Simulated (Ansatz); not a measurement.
# A computed series for ZnTe: response to strain

The reference is ZnTe in the zinc blende structure (space group F-43m, No. 216; a = 6.0657 Å). Axes: x, y, z lie along the cube axes.

Strains are applied to the cell and any free atomic positions relax; under biaxial strain the out-of-plane vector relaxes too.

Level of theory: PBEsol (Ansatz, a program for electronic structure), no spin-orbit coupling.

Candidates:
(a) biaxial strain +2.56 %, plane normal [001], relaxed out of plane
(b) biaxial strain +1.93 %, plane normal [110], relaxed out of plane
(c) biaxial strain −2.35 %, plane normal [111], relaxed out of plane

Notes on the quantities. energy relative to the base: free energy F.

**Question.** Order them by energy relative to the base, highest first.

**Answer.** (c) biaxial strain −2.35 %, plane normal [111], relaxed out of plane (+11 meV/atom), (a) biaxial strain +2.56 %, plane normal [001], relaxed out of plane (+7.1 meV/atom), (b) biaxial strain +1.93 %, plane normal [110], relaxed out of plane (+6.1 meV/atom)

A biaxial case was relaxed in a doubled cell and then solved in the primitive one. No phonon test of stability was made.
